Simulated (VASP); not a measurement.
# SnO (Pmn2_1) in VASP: a series of runs

One crystal, SnO, is run at these levels: PBE+D3(BJ); tasks: single point, relaxation of cell and atoms.

Program: VASP 6.6.1. These are calculated values, not measurements. Logs are shortened: lines on timing, memory, paths and dates and some standing lists are left out, and cuts for length are marked.

## Step 1: Starting point

The structure is orthorhombic, space group Pmn2_1 (No. 31). Conventional cell: a = 3.346 Å, b = 5.712 Å, c = 3.921 Å, α = 90.00°, β = 90.00°, γ = 90.00°. Around Sn (site symmetry m) lie 3 O at 2.15 to 2.16 Å. O (site symmetry m) has 3 Sn at 2.15 to 2.16 Å as nearest neighbours.

The cell comes from a database or a generator and needn't be the stable form of this composition.

## Step 2: Single point, PBE+D3(BJ)

Contents of INCAR:

```
  ALGO = Fast
  EDIFF = 1E-7
  ENCUT = 520
  GGA = PE
  ISIF = 2
  ISMEAR = 0
  IVDW = 12
  LASPH = T
  LCHARG = F
  LREAL = F
  LWAVE = F
  NBANDS = 28
  NELM = 100
  PREC = Accurate
  SIGMA = 0.02
```

Contents of KPOINTS:

```
k-points
0
Gamma
  8 6 6
```

Contents of POSCAR:

```
SnO
1.0
    3.3456686072      0.0000000000      0.0000000000
    0.0000000000      5.7118551064      0.0000000000
    0.0000000000      0.0000000000      3.9213611435
Sn O
2 2
Direct
    0.0000000000      0.2347370267      0.5269398131
    0.5000000000      0.7652629733      0.0269398131
    0.0000000000      0.8833579731      0.7230611869
    0.5000000000      0.1166420269      0.2230611869
```

Potentials or basis: VASP PAW PBE potentials, release 64 (Sn_d, O).

The run is started by

```bash
$ cat potpaw_PBE.64/Sn_d/POTCAR potpaw_PBE.64/O/POTCAR > POTCAR
$ mpirun -np 1 vasp_std > vasp.out
```

OUTCAR:

```text
EDIFF = 1E-7
   ENCUT = 520
   GGA = PE
   ISIF = 2
   ISMEAR = 0
   IVDW = 12
   LASPH = T
   LREAL = F
   NELM = 100
   PREC = Accurate
 IVDW          = 12

 ion  position               nearest neighbor table
   1  0.000  0.235  0.527-   3 2.15   4 2.16   4 2.16   2 3.72   2 3.72   2 3.72   2 3.72
   2  0.500  0.765  0.027-   4 2.15   3 2.16   3 2.16   1 3.72   1 3.72   1 3.72   1 3.72
   3  0.000  0.883  0.723-   1 2.15   2 2.16   2 2.16
   4  0.500  0.117  0.223-   2 2.15   1 2.16   1 2.16

  LATTYP: Found a simple orthorhombic cell.
 ALAT       =     3.3456686072
 B/A-ratio  =     1.1720709980
 C/A-ratio  =     1.7072387546

  Lattice vectors:

 A1 = (  -3.3456686072,   0.0000000000,   0.0000000000)
 A2 = (   0.0000000000,   0.0000000000,   3.9213611435)
 A3 = (   0.0000000000,   5.7118551064,   0.0000000000)

Analysis of symmetry for initial positions (statically):
=====================================================================
 Subroutine PRICEL returns:
 Original cell was already a primitive cell.

 Routine SETGRP: Setting up the symmetry group for a
 simple orthorhombic supercell.

 Subroutine GETGRP returns: Found  4 space group operations
 (whereof  2 operations were pure point group operations)
 out of a pool of  8 trial point group operations.

The static configuration has the point symmetry C_1h.
 The point group associated with its full space group is C_2v.

Analysis of symmetry for dynamics (positions and initial velocities):
=====================================================================
 Subroutine PRICEL returns:
 Original cell was already a primitive cell.

 Routine SETGRP: Setting up the symmetry group for a
 simple orthorhombic supercell.

 Subroutine GETGRP returns: Found  4 space group operations
 (whereof  2 operations were pure point group operations)
 out of a pool of  8 trial point group operations.

The dynamic configuration has the point symmetry C_1h.
 The point group associated with its full space group is C_2v.

 Subroutine INISYM returns: Found  4 space group operations
 (whereof  2 operations are pure point group operations),
 and found     1 'primitive' translations

----------------------------------------------------------------------------------------

                                     Primitive cell

  volume of cell :      74.9371

  direct lattice vectors                    reciprocal lattice vectors
     3.345668607  0.000000000  0.000000000     0.298893918  0.000000000  0.000000000
     0.000000000  5.711855106  0.000000000     0.000000000  0.175074469  0.000000000
     0.000000000  0.000000000  3.921361143     0.000000000  0.000000000  0.255013492

  length of vectors
     3.345668607  5.711855106  3.921361143     0.298893918  0.175074469  0.255013492

  position of ions in fractional coordinates (direct lattice)
     0.000000000  0.234737027  0.526939813
     0.500000000  0.765262973  0.026939813
     0.000000000  0.883357973  0.723061187
     0.500000000  0.116642027  0.223061187

  ion indices of the primitive-cell ions
   primitive index   ion index
                 1           1
                 2           2
                 3           3
                 4           4

----------------------------------------------------------------------------------------

 KPOINTS: k-points

Automatic generation of k-mesh.
 Grid dimensions read from file:
 generate k-points for:    8    6    6

 Generating k-lattice:

  Cartesian coordinates                     Fractional coordinates (reciprocal lattice)
     0.037361740  0.000000000  0.000000000     0.125000000  0.000000000  0.000000000
     0.000000000  0.029179078  0.000000000     0.000000000  0.166666667  0.000000000
     0.000000000  0.000000000  0.042502249     0.000000000  0.000000000  0.166666667

  Length of vectors
     0.037361740  0.029179078  0.042502249

  Shift w.r.t. Gamma in fractional coordinates (k-lattice)
     0.000000000  0.000000000  0.000000000

 Subroutine IBZKPT returns following result:
 ===========================================

 Found     80 irreducible k-points:

 Following reciprocal coordinates:
            Coordinates               Weight
  0.000000  0.000000  0.000000      1.000000
  0.125000  0.000000  0.000000      2.000000
  0.250000  0.000000  0.000000      2.000000
  0.375000  0.000000  0.000000      2.000000
  0.500000  0.000000  0.000000      1.000000
  0.000000  0.166667  0.000000      2.000000
[... 16 lines left out ...]
  0.250000  0.000000  0.166667      4.000000
  0.375000  0.000000  0.166667      4.000000
 [... further k-points ...]
   k-points           NKPTS =     80   k-points in BZ     NKDIM =     80   number of bands    NBANDS=     28
   number of dos      NEDOS =    301   number of ions     NIONS =      4
   total plane-waves  NPLWV =  35280
   dimension x,y,z NGX =    28 NGY =   42 NGZ =   30
   dimension x,y,z NGXF=    56 NGYF=   84 NGZF=   60
   ions per type =               2   2
   NGX,Y,Z   is equivalent  to a cutoff of  13.91, 12.22, 12.72 a.u.
   NGXF,Y,Z  is equivalent  to a cutoff of  27.83, 24.45, 25.44 a.u.
 SYSTEM =  unknown system
   PREC   = accura    normal or accurate (medium, high low for compatibility)
   ISTART =      0    job   : 0-new  1-cont  2-samecut
   ICHARG =      2    charge: 1-file 2-atom 10-const
   ISPIN  =      1    spin polarized calculation?
   LNONCOLLINEAR =      F non collinear calculations
   LSORBIT =      F    spin-orbit coupling
   LASPH  =      T    aspherical Exc in radial PAW
   ENCUT  =  520.0 eV  38.22 Ry    6.18 a.u.   6.22 10.62  7.29*2*pi/ulx,y,z
   NELM   =    100;   NELMIN=  2; NELMDL= -5     # of ELM steps
   EDIFF  = 0.1E-06   stopping-criterion for ELM
   LREAL  =      F    real-space projection
   EDIFFG = 0.1E-05   stopping-criterion for IOM
   NSW    =      0    number of steps for IOM
   IBRION =     -1    ionic relax: 0-MD 1-quasi-New 2-CG
   NFREE  =      0    steps in history (QN), initial steepest desc. (CG)
   ISIF   =      2    stress and relaxation
   ISYM   =      2    0-nonsym 1-usesym 2-fastsym
   POTIM  = 0.5000    time-step for ionic-motion
   TEBEG  =    0.0;   TEEND  =   0.0 temperature during run
   PSTRESS=    0.0 pullay stress
   NELECT =      40.0000    total number of electrons
   NUPDOWN=      -1.0000    fix difference up-down
   EMIN   =  10.00;   EMAX   =-10.00  energy-range for DOS
   EFERMI =   0.00;   METHOD = LEGACY
   ISMEAR =     0;   SIGMA  =   0.02  broadening in eV -4-tet -1-fermi 0-gaus
   EFERMI_NEDOS =   21; number of points for ismear=-14 and -15
   IALGO  =     68    algorithm
   IMIX   =      4    mixing-type and parameters
     AMIX     =   0.40;   BMIX     =  1.00
     AMIX_MAG =   1.60;   BMIX_MAG =  1.00
  volume/ion in A,a.u.               =      18.73       126.43
  Fermi-wavevector in a.u.,A,eV,Ry     =   1.327993  2.509543 23.994771  1.763566
  Thomas-Fermi vector in A             =   2.457264
   LORBIT       =      0    0 simple, 1 ext, 2 COOP (PROOUT), +10 PAW based schemes
   GGA     = PE    functional components
   LHFCALC =     F    Hartree Fock is set to
   AEXX    =    0.0000 exact exchange contribution
   IVDW    =    12    specifies the selected vdW correction
   LEPSILON=     F    determine dielectric tensor
   LRPA    =     F    only Hartree local field effects (RPA)
 non-spin polarized calculation
 RMM-DIIS sequential band-by-band and
 Gauss-broadening in eV      SIGMA  =   0.02
  energy-cutoff  :      520.00
  volume of cell :       74.94
 maximum number of plane-waves:      2040
 NGX is ok and might be reduce to    28
   NGX = 13   NGY = 21   NGZ = 15

 number of electron      40.0000013 magnetization

 Free energy of the ion-electron system (eV)
  ---------------------------------------------------
  ext. energy  EPLUGINS =         0.00000000
  ---------------------------------------------------
  free energy    TOTEN  =       -22.39861323 eV

  energy without entropy =      -22.39861323  energy(sigma->0) =      -22.39861323

 E-fermi :   5.6983     XC(G=0):  -9.9347

 val. band max:        5.5704858257   @ k =   0.0000   0.0000   0.0000
 cond. band min:       6.8728976673   @ k =   0.3750   0.5000   0.0000
 fundamental gap:      1.3024118416
 Fermi energy:         5.6982614318

 k-point     1 :       0.0000    0.0000    0.0000
  band No.  band energies     occupation
      1     -15.6570      2.00000
      2     -15.3422      2.00000
      3     -15.2736      2.00000
      4     -15.2287      2.00000
      5     -15.2016      2.00000
      6     -15.1805      2.00000
[... 20 lines left out ...]
     27      14.8362      0.00000
     28      15.2080      0.00000

 k-point     2 :       0.1250    0.0000    0.0000
  band No.  band energies     occupation
      1     -15.6492      2.00000
      2     -15.3316      2.00000
      3     -15.2646      2.00000
      4     -15.2637      2.00000
      5     -15.2096      2.00000
      6     -15.1808      2.00000
[... 20 lines left out ...]
     27      14.7917      0.00000
     28      15.5669      0.00000

 k-point     3 :       0.2500    0.0000    0.0000
  band No.  band energies     occupation
      1     -15.6395      2.00000
      2     -15.4172      2.00000
      3     -15.2434      2.00000
      4     -15.2408      2.00000
      5     -15.2203      2.00000
      6     -15.1875      2.00000
[... 20 lines left out ...]
     27      14.4829      0.00000
     28      15.7830      0.00000

 k-point     4 :       0.3750    0.0000    0.0000
  band No.  band energies     occupation
      1     -15.6352      2.00000
      2     -15.5352      2.00000
      3     -15.2248      2.00000
      4     -15.2099      2.00000
      5     -15.2077      2.00000
      6     -15.1976      2.00000
[... 20 lines left out ...]
     27      14.6700      0.00000
     28      15.9852      0.00000

 k-point     5 :       0.5000    0.0000    0.0000
  band No.  band energies     occupation
      1     -15.6094      2.00000
      2     -15.6094      2.00000
      3     -15.2175      2.00000
      4     -15.2175      2.00000
      5     -15.1949      2.00000
      6     -15.1949      2.00000
[... 20 lines left out ...]
     27      15.6623      0.00000
     28      15.6676      0.00000

 k-point     6 :       0.0000    0.1667    0.0000
  band No.  band energies     occupation
      1     -15.6545      2.00000
      2     -15.3437      2.00000
      3     -15.2718      2.00000
      4     -15.2279      2.00000
      5     -15.2024      2.00000
      6     -15.1820      2.00000
[... 463 lines left out ...]
      5     -15.2070      2.00000
      6     -15.1941      2.00000
[... 20 lines left out ...]
     27      14.9091      0.00000
     28      16.3008      0.00000

 k-point    22 :       0.1250    0.0000    0.1667
  band No.  band energies     occupation
      1     -15.6367      2.00000
      2     -15.3658      2.00000
      3     -15.2594      2.00000
      4     -15.2563      2.00000
      5     -15.2142      2.00000
      6     -15.1893      2.00000
[... 20 lines left out ...]
     27      15.1687      0.00000
     28      16.5727      0.00000

 k-point    23 :       0.2500    0.0000    0.1667
  band No.  band energies     occupation
      1     -15.6347      2.00000
      2     -15.4474      2.00000
      3     -15.2418      2.00000
      4     -15.2380      2.00000
      5     -15.2190      2.00000
      6     -15.1923      2.00000
[... 20 lines left out ...]
     27      14.9429      0.00000
     28      16.6047      0.00000

 k-point    24 :       0.3750    0.0000    0.1667
  band No.  band energies     occupation
      1     -15.6406      2.00000
      2     -15.5564      2.00000
      3     -15.2313      2.00000
      4     -15.2191      2.00000
      5     -15.2004      2.00000
      6     -15.1902      2.00000
[... 20 lines left out ...]
     27      15.0532      0.00000
     28      16.1889      0.00000

 [... further k-points ...]

------------------------ aborting loop because EDIFF is reached ----------------------------------------

 Edisp (eV)   -0.88560

 E8    (eV) :    -0.3858

  FORCE on cell =-STRESS in cart. coord.  units (eV):
  Direction    XX          YY          ZZ          XY          YZ          ZX
  --------------------------------------------------------------------------------------
  -------------------------------------------------------------------------------------
  Total       0.08110     0.07983     0.00597     0.00000     0.00000     0.00000
  in kB       1.73404     1.70687     0.12763     0.00000     0.00000     0.00000
  external pressure =        1.19 kB  Pullay stress =        0.00 kB

 VOLUME and BASIS-vectors are now :
 -----------------------------------------------------------------------------
  energy-cutoff  :      520.00
  volume of cell :       74.94
      direct lattice vectors                 reciprocal lattice vectors
     3.345668607  0.000000000  0.000000000     0.298893918  0.000000000  0.000000000
     0.000000000  5.711855106  0.000000000     0.000000000  0.175074469  0.000000000
     0.000000000  0.000000000  3.921361143     0.000000000  0.000000000  0.255013492

 POSITION                                       TOTAL-FORCE (eV/Angst)
 -----------------------------------------------------------------------------------
      0.00000      1.34078      2.06632         0.000000      0.074554      0.031874
      1.67283      4.37107      0.10564         0.000000     -0.074554      0.031874
      0.00000      5.04561      2.83538         0.000000      0.004636     -0.031874
      1.67283      0.66624      0.87470         0.000000     -0.004636     -0.031874
 -----------------------------------------------------------------------------------
    total drift:                                0.000000      0.000000     -0.001768

  FREE ENERGIE OF THE ION-ELECTRON SYSTEM (eV)
  ---------------------------------------------------
  free  energy   TOTEN  =       -23.2842141815 eV

  energy  without entropy=      -23.2842141815  energy(sigma->0) =      -23.28421418
```

Run time: 75 s. Hardware: 1 thread of Intel Xeon 6975P-C (Granite Rapids), shared host; peak memory 0.28 GiB.

What came out:

* Free energy: -23.2842 eV
* Pressure: 0.1 GPa
* Largest force: 0.081 eV/Å
* Band gap on the k mesh: 1.30 eV, indirect (least direct gap 1.90 eV)
* Dispersion energy per atom: -0.221 eV

Forces in eV/Å, atoms in the order of the input:
```
Sn   0.000  0.075  0.032
Sn   0.000 -0.075  0.032
O    0.000  0.005 -0.032
O    0.000 -0.005 -0.032
```

Stress tensor (GPa, compression positive):
```
0.17 0.00 0.00
0.00 0.17 0.00
0.00 0.00 0.01
```

Levels at points of the mesh, in eV from the valence-band top:
```csv
k point,band 18,band 19,band 20,band 21,band 22,band 23
"(0.00, 0.00, 0.00)",-2.63,-2.15,0.00,3.25,3.30,6.24
"(0.50, 0.00, 0.00)",-2.66,-1.25,-1.25,2.55,2.55,5.74
"(0.00, 0.50, 0.00)",-2.66,-1.77,-1.47,3.37,4.41,5.12
"(0.50, 0.50, 0.00)",-2.67,-1.04,-1.04,1.97,1.97,6.38
"(0.00, 0.00, 0.50)",-3.19,-1.45,-1.45,2.55,2.55,5.48
"(0.50, 0.00, 0.50)",-3.45,-1.21,-1.21,2.21,2.21,4.65
"(0.00, 0.50, 0.50)",-2.97,-1.47,-1.47,1.96,1.96,6.00
"(0.50, 0.50, 0.50)",-3.71,-0.47,-0.47,2.42,2.42,4.21
```

Caveat: spin-orbit coupling is left out, which moves the levels of the heavy elements. A k mesh can miss the band edges.

## Step 3: Relaxation of cell and atoms, PBE+D3(BJ)

This run uses another cell than the first one, of 20.09 Å³/atom, 1.073 times its volume.

Contents of INCAR:

```
PREC = Accurate ; ENCUT = 600
EDIFF = 1E-7 ; ISMEAR = 0
SIGMA = 0.02 ; LREAL = F
LASPH = T ; NELM = 100
ALGO = Fast ; ISIF = 3
LWAVE = F ; LCHARG = F
GGA = PE ; IVDW = 12
IBRION = 2 ; NSW = 100
EDIFFG = -0.005
```

Contents of KPOINTS:

```
Automatic mesh
0
Gamma
  8 6 6
```

Contents of POSCAR:

```
SnO
1.0
    3.3550050000      0.0000000000      0.0000000000
    0.0000000000      5.6741040000      0.0000000000
    0.0000000000      0.0000000000      4.2219700000
Sn O
2 2
Direct
    0.0000000000      0.2319090000      0.5131440000
    0.5000000000      0.7680910000      0.0131440000
    0.0000000000      0.8912500000      0.7368570000
    0.5000000000      0.1087500000      0.2368570000
```

Potentials or basis: VASP PAW PBE potentials, release 64 (Sn_d, O).

The run is started by

```bash
$ cat potpaw_PBE.64/Sn_d/POTCAR potpaw_PBE.64/O/POTCAR > POTCAR
$ mpirun -np 1 vasp_std > vasp.out
```

Wall time 40 min (1 thread of Intel Xeon 6975P-C (Granite Rapids), shared host); peak memory 0.36 GiB.

It converged, with:

* Free energy: -23.2962 eV
* Relaxed volume: 18.50 Å³/atom
* Relaxed cell: a = 3.349 Å, b = 5.725 Å, c = 3.860 Å, α = 90.00°, β = 90.00°, γ = 90.00°
* Space group after relaxing (to 0.05 Å): Pmn2_1 (No. 31)
* Energy gained by relaxing: 6.1 meV/atom
* Ionic steps: 47
* Pressure after relaxing: 0.0 GPa
* Band gap on the k mesh: 1.28 eV, indirect (least direct gap 1.87 eV)
* Dispersion energy per atom: -0.224 eV

Forces on the atoms (eV/Å):
```
Sn   0.000  0.001  0.000
Sn   0.000 -0.001  0.000
O    0.000 -0.003  0.000
O    0.000  0.003  0.000
```

The path:
| step | energy change (eV) | largest force (eV/Å) | pressure (GPa) | volume (Å³) |
| --- | --- | --- | --- | --- |
| 1 | 0.0000 | 0.0657 | -1.15 | 80.37 |
| 3 | -0.0044 | 0.1811 | 0.01 | 79.23 |
| 5 | -0.0095 | 0.0735 | -0.06 | 78.00 |
| 7 | -0.0112 | 0.0685 | -0.06 | 77.57 |
| 9 | -0.0127 | 0.1722 | -0.09 | 75.18 |
| 11 | -0.0156 | 0.0614 | 0.11 | 75.77 |
| 13 | -0.0170 | 0.0545 | -0.08 | 75.46 |
| 15 | -0.0180 | 0.0908 | -0.41 | 75.27 |
| 17 | -0.0212 | 0.0740 | -0.31 | 74.28 |
| 19 | -0.0215 | 0.0664 | -0.25 | 73.98 |
| 21 | -0.0221 | 0.0366 | 0.18 | 73.79 |
| 23 | -0.0232 | 0.0491 | -0.01 | 74.04 |
| 25 | -0.0235 | 0.0263 | 0.05 | 74.14 |
| 27 | -0.0239 | 0.0213 | -0.06 | 74.41 |
| 29 | -0.0240 | 0.0115 | -0.01 | 74.49 |
| 31 | -0.0241 | 0.0127 | -0.03 | 74.50 |
| 33 | -0.0241 | 0.0274 | -0.25 | 74.51 |
| 35 | -0.0242 | 0.0128 | -0.13 | 74.48 |
| 37 | -0.0243 | 0.0247 | 0.02 | 74.30 |
| 39 | -0.0243 | 0.0227 | 0.00 | 74.31 |
| 41 | -0.0243 | 0.0090 | -0.05 | 74.25 |
| 43 | -0.0244 | 0.0086 | -0.02 | 74.17 |
| 45 | -0.0244 | 0.0059 | 0.00 | 74.05 |
| 47 | -0.0244 | 0.0026 | 0.00 | 74.01 |

Final structure:
```yaml
crystal:
  lattice:
    - [3.34932, 0.00000, 0.00000]
    - [0.00000, 5.72483, 0.00000]
    - [0.00000, 0.00000, 3.85990]
  atoms:
    - { symbol: Sn, position: [0.00000, 0.23573, 0.53086] }
    - { symbol: Sn, position: [0.50000, 0.76427, 0.03086] }
    - { symbol: O, position: [0.00000, 0.88168, 0.71915] }
    - { symbol: O, position: [0.50000, 0.11832, 0.21915] }
```

Levels at points of the mesh, in eV from the valence-band top:
```csv
k point,band 18,band 19,band 20,band 21,band 22,band 23
"(0.00, 0.00, 0.00)",-2.60,-2.15,0.00,3.25,3.46,6.34
"(0.50, 0.00, 0.00)",-2.65,-1.24,-1.24,2.53,2.53,5.77
"(0.00, 0.50, 0.00)",-2.64,-1.80,-1.48,3.35,4.53,5.17
"(0.50, 0.50, 0.00)",-2.65,-1.08,-1.08,1.98,1.98,6.36
"(0.00, 0.00, 0.50)",-3.15,-1.39,-1.39,2.50,2.50,5.53
"(0.50, 0.00, 0.50)",-3.51,-1.26,-1.26,2.23,2.23,4.65
"(0.00, 0.50, 0.50)",-2.97,-1.46,-1.46,1.96,1.96,5.98
"(0.50, 0.50, 0.50)",-3.77,-0.50,-0.50,2.41,2.41,4.21
```

Caveat: spin-orbit coupling is left out, which moves the levels of the heavy elements.
